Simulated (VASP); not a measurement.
As:

```xyz
2
Lattice="1.8808 1.0859 3.5141 -1.8808 1.0859 3.5141 0.0000 -2.1718 3.5141" Properties=species:S:1:pos:R:3 pbc="T T T"
As    0.0000    0.0000    2.3825
As    0.0000    0.0000    8.1597
```

Base run:

```yaml
Program: VASP 6.6.1
Functional: PBE
Potentials_or_basis: VASP PAW PBE potentials, release 64 (As_GW)
Cutoff: 450 eV
k_mesh: 5 × 5 × 5
Occupations: gaussian, width 0.02 eV
Spin: no spin polarisation
```

Its results: band gap on the k mesh 0.09 eV, indirect (least direct gap 0.53 eV); pressure 3.6 GPa; largest force 0.294 eV/Å.

Problem. The run is repeated on the same cell with these changes: k mesh from 5 × 5 × 5 to 4 × 4 × 4. What comes out?

Solution. Band gap on the k mesh 0.07 eV, direct; pressure 4.0 GPa; largest force 0.152 eV/Å.

Caveats: some runs use coarse meshes; an odd mesh through Γ misses points on the zone boundary, where band edges often lie (some runs).
